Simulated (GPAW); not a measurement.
# Quasiparticle gap of SrCl2 (1T monolayer) in GPAW, part 2 of 2

Aim: the G0W0 gap of SrCl2 (1T monolayer) on LDA, step by step.

GPAW 26.7.0; LDA and many-body steps on it, plane waves. Known limits of the many-body steps: not at the basis limit; no spin-orbit coupling.

So far. Step 3 (Ground state): The gap is indirect, with the least direct gap 0.13 eV higher. Step 4 (Empty states on the mesh, 6×6×1 mesh, 385 bands): On this mesh the gap is 5.772 eV.

## 5. Screening and self-energy, 6×6×1 mesh, 174 bands, screening to 48 eV

Now the one-shot GW correction: screening in the RPA, then the self-energy of the levels asked for.

This step: G0W0 on LDA, plane waves, PAW.

The input, run.py:

```python
import json
import numpy as np
from gpaw.mpi import world
from gpaw.response.g0w0 import G0W0

gw = G0W0('full.gpw',
    filename='gw',
    kpts=[0, 2],
    bands=(10, 14),
    ecut=48,
    nbands=174,
    truncation='2D',
    integrate_gamma='sphere',
    q0_correction=True,
    frequencies={'type': 'nonlinear', 'domega0': 0.15, 'omega2': 15.0},
    eta=0.1,
    nblocksmax=True)
gw.calculate()
res = {mode: {k: v for k, v in r.items() if k != 'sigma_eskwn'}
       for mode, r in gw.all_results.items()}

if world.rank == 0:
    with open('result.json', 'w') as f:
        json.dump(res, f, default=lambda x: x.tolist())
```

On the command line:

```
mpirun -n 8 gpaw python run.py
```

Numbers of over 12 decimals in the logs are rounded to 6 here.

The log of the run:

```text
Using integrator: PointIntegrator
NonLinearFrequencyDescriptor(from 0.000 to 81.262 eV, 168 points)
Nonperiodic BCs:  [False False  True]
Using integrator: PointIntegrator
NonLinearFrequencyDescriptor(from 0.000 to 81.262 eV, 168 points)
Nonperiodic BCs:  [False False  True]
Applying analytical 2D correction to W:
    Evaluating Gamma point contribution to W on a 21x21x1 grid
  ___  _ _ _
 |   || | | |
 | | || | | |
 |__ ||_____|
 |___|

BZ k-points: Symmetries present (total): 12

  [... matrices ...]
36 k-points: 6 x 6 x 1 Monkhorst-Pack grid + [1/12,1/12,0.000000]
7 k-points in the irreducible part of the Brillouin zone
       k-points in crystal coordinates                weights
   0:     0.00000000    0.00000000    0.00000000          1/36
   1:     0.16666667    0.00000000    0.00000000          6/36
   2:     0.33333333   -0.16666667    0.00000000          6/36
   3:     0.33333333    0.00000000    0.00000000          6/36
   4:     0.33333333    0.33333333    0.00000000          2/36
   5:     0.50000000    0.33333333    0.00000000         12/36
   6:     0.50000000    0.50000000    0.00000000          3/36

Distributing spins, k-points and bands (1 x 2 x 4) over 1 process
Number of blocks: 8

Quasi particle states:
k-points (IBZ indices): [0, 2]
Band range: (10, 14)
  [... matrices ...]
Computational parameters:
Plane wave cut-off: 48 eV
Number of bands: 174
Coulomb cutoff: 2D
Broadening: 0.1 eV

fxc modes: GW
Kernel: RPA
Using full-frequency real axis integration
Summing all q:

Calculating screened Coulomb potential
2D Coulomb truncation
NonLinearFrequencyDescriptor(from 0.000 to 81.262 eV, 168 points)
Removing empty qpoint cache files...

Calculating chi0 body with:
    Ground state adapter containing:
    Number of spins: 1
    Number of kpoints: 36
    Number of irreducible kpoints: 7
    Number of completely occupied states: 12
    Number of partially occupied states: 12
    Occupied states memory: 7.59375 M / cpu

    Linear response parametrization:
    q_c: [1.3877787807814457e-17, 1.3877787807814457e-17, 0.0]
    Number of frequency points: 168
    Planewave cutoff: 48.0
    Number of bands: 174
    Number of planewaves: 191
    Broadening (eta): 0.1
    comm.size: 8
    kncomm.size: 1
    blockcomm.size: 8

    Memory estimate of potentially large arrays:
        chi0_wGG: 11.689774 M / cpu
Integrating chi0 body.

Symmetries of q_c:
    Direct symmetries (Uq -> q): 12
    Indirect symmetries (TUq -> q): 0
In total 12 allowed symmetries.

  [... matrices ...]
7 groups of equivalent kpoints. 80.555556% reduction.

Integral kind: spectral function
Integrating chi0 head and wings.

Symmetries of q_c:
    Direct symmetries (Uq -> q): 12
    Indirect symmetries (TUq -> q): 0
In total 12 allowed symmetries.

  [... matrices ...]
7 groups of equivalent kpoints. 80.555556% reduction.

Integral kind: spectral function wings

Calculating chi0 body with:
    Ground state adapter containing:
    Number of spins: 1
    Number of kpoints: 36
    Number of irreducible kpoints: 7
    Number of completely occupied states: 12
    Number of partially occupied states: 12
[... the further q-points ...]

Results:
f:      Occupation numbers
eps:     KS-eigenvalues [eV]
vxc:     KS vxc [eV]
exx:     Exact exchange [eV]
sigma:   Self-energies [eV]
dsigma:  Self-energy derivatives
Z:       Renormalization factors
qp:      QP-energies [eV]

k-point 0 (0): (0.000, 0.000, 0.000)                GW
band       f     eps     vxc     exx   sigma  dsigma       Z      qp
                                                                   GW
  10   1.000  -5.024 -16.863 -21.024   2.083  -0.217   0.822  -6.732
  11   1.000  -5.024 -16.863 -21.024   2.083  -0.217   0.822  -6.732
  12   0.000   0.879  -8.142  -4.005  -2.340  -0.132   0.883   2.467
  13   0.000   1.945 -11.820  -6.124  -2.759  -0.170   0.855   4.454

k-point 1 (2): (0.333, -0.167, 0.000)                GW
band       f     eps     vxc     exx   sigma  dsigma       Z      qp
                                                                   GW
  10   1.000  -5.300 -16.438 -20.639   2.076  -0.227   0.815  -7.032
  11   1.000  -4.893 -16.623 -20.840   2.092  -0.220   0.820  -6.634
  12   0.000   1.623 -11.435  -6.146  -2.582  -0.168   0.856   3.940
  13   0.000   1.948 -10.153  -5.120  -2.542  -0.162   0.861   4.093
```

The job ended after 1.9 min (8 MPI ranks of Intel Xeon Platinum 8375C at 2.90GHz (Ice Lake), shared host; peak memory 3.1 GiB; 15 min of CPU time).

Numbers from this step:

| Item | Value |
| --- | --- |
| G0W0 gap on the points computed | 9.101 eV |
| least direct G0W0 gap on the computed points | 9.199 eV |
| Z at the valence top | 0.8196 |
| Z at the conduction bottom | 0.8831 |
| starting gap on the mesh | 5.772 eV |
| k of the valence top | 0.3333, -0.1667, 0 |
| k of the conduction bottom | 0, 0, 0 |

The gap on the mesh goes from 5.77 eV to 9.10 eV, a correction of +3.33 eV.

Limits: finite bands, cutoff and mesh; no spin-orbit coupling. v1 is the top filled band, c1 the lowest empty one. Levels before and after the correction, in eV, zero at the valence-band top of each column:

|  | conduction bottom | valence top |
| --- | --- | --- |
| Kohn-Sham | 5.77 | 0.00 |
| G0W0 | 9.10 | 0.00 |

|  | level | energy (eV) |
| --- | --- | --- |
| Kohn-Sham | Γ v2-v1 | -0.132 |
| Kohn-Sham | Γ c1 | 5.772 |
| Kohn-Sham | Γ c2 | 6.837 |
| Kohn-Sham | (0.333 -0.167 0) v2 | -0.408 |
| Kohn-Sham | (0.333 -0.167 0) v1 | 0.000 |
| Kohn-Sham | (0.333 -0.167 0) c1 | 6.515 |
| Kohn-Sham | (0.333 -0.167 0) c2 | 6.840 |
| G0W0 | Γ v2-v1 | -0.099 |
| G0W0 | Γ c1 | 9.101 |
| G0W0 | Γ c2 | 11.088 |
| G0W0 | (0.333 -0.167 0) v2 | -0.398 |
| G0W0 | (0.333 -0.167 0) v1 | 0.000 |
| G0W0 | (0.333 -0.167 0) c1 | 10.573 |
| G0W0 | (0.333 -0.167 0) c2 | 10.727 |

## 6. Where the time went

Times are wall times on the hardware named with each run, good to a factor of about two.

| step | time | share | memory (GiB) |
| --- | --- | --- | --- |
| relaxation | 43 s | 14 % | 1.8 |
| ground state | 18 s | 6 % | 1.4 |
| empty states on the mesh | 2.1 min | 42 % | 12 |
| screening and self-energy | 1.9 min | 38 % | 3.1 |

## 7. Results

| Property | Result |
| --- | --- |
| LDA gap | 5.77 eV, indirect |
| G0W0 gap on the mesh | 9.10 eV |
| GW settings | 6×6×1 mesh, 174 bands, screening to 48 eV, full frequency, Hilbert transform |
| known limits | not at the basis limit; no spin-orbit coupling |

G0W0 moves the gap on the mesh from 5.77 eV to 9.10 eV (+3.33 eV), with Z of 0.82 and 0.88 at the edges. Only 2 of the mesh's irreducible points were corrected, so a valley elsewhere could overtake. Bands and cutoff are finite, so the gap is not at the basis limit. The miss can reach some tenths of an eV and take either sign; the mesh is an error of its own. These stock PAW sets were not made for GW. In the G0W0 run levels were corrected at 2 k points alone, so a gap called «on the mesh» is the least over those, and an edge elsewhere would be missed. The many-body steps are scalar-relativistic: spin-orbit coupling is not in them.

[Paths, hosts, dates, memory and timing lines, banners, echoed tables and standing remarks are left out of the program output.]

[Logs are printed without paths, hosts, clocks, repeated set-up lines and the standing remarks that a program may print on its own settings, such as how far it seeks lower states.]

[Runs of the session that timed out or met a known fault of the program may be left out.]

[Hosts, paths, dates, database ids (printed as entryN), source tags and the programs' standing remarks are cut or masked in the printed files.]
